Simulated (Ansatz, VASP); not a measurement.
## One calculation of Br, two programs

Contents of INCAR:

```
PREC = Accurate
ENCUT = 520
EDIFF = 1E-6
ISMEAR = -1
SIGMA = 0.1
LREAL = False
LASPH = True
NELM = 80
ALGO = Normal
ISIF = 2
LWAVE = False
LCHARG = True
GGA = CA
LELF = True
LVHAR = True
NBANDS = 10
```

KPOINTS

```
regular mesh
0
Gamma
  14 14 14
```

File POSCAR:

```
Br
1.0
    0.0000000000      1.7901855196      1.7901855196
    1.7901855196      0.0000000000      1.7901855196
    1.7901855196      1.7901855196      0.0000000000
Br
1
Direct
    0.0000000000      0.0000000000      0.0000000000
```

Input for Ansatz:

```yaml
crystal:
  lattice:
    - [0.0, 1.7901855196, 1.7901855196]
    - [1.7901855196, 0.0, 1.7901855196]
    - [1.7901855196, 1.7901855196, 0.0]
  atoms:
    - { symbol: Br, position: [0.0, 0.0, 0.0] }
kpoints:
  mp_grid: { grid: [14, 14, 14] }
scf:
  occupations: { method: fermi_dirac, width: 0.1 }
hamiltonian:
  xc: lda
  pseudopotentials: { kind: paw }
output:
  forces: true
  stress: true
  eigenvalues: true
  populations: true
```

Change from the starting cell: volume scaled by 0.5, PAW files.

Alike in both runs: task single point; functional LDA; k mesh 14 × 14 × 14; occupations fermi-dirac, width 0.1 eV; no spin polarisation.

|  | VASP | Ansatz |
| --- | --- | --- |
| version | VASP 6.6.1 | Ansatz 0.2.0 |
| potentials or method | VASP PAW LDA potentials, release 64 (Br) | PAW with Ansatz's default frozen-core files, scalar-relativistic |
| plane-wave cutoff (eV) | 520 | 420 |
| valence electrons in the cell | 7 | 7 |

|  | VASP | Ansatz | Ansatz less VASP |
| --- | --- | --- | --- |
| pressure (GPa) | 170.2 | 169.0 | -1.25 |

Caveats: the cell as given lies far from equilibrium; so large a pressure means that the cell lies far from this level's equilibrium, or that cutoff or potentials fall short (VASP); an odd number of electrons without spin polarisation forces a metal; a magnetic or distorted state may lie lower.
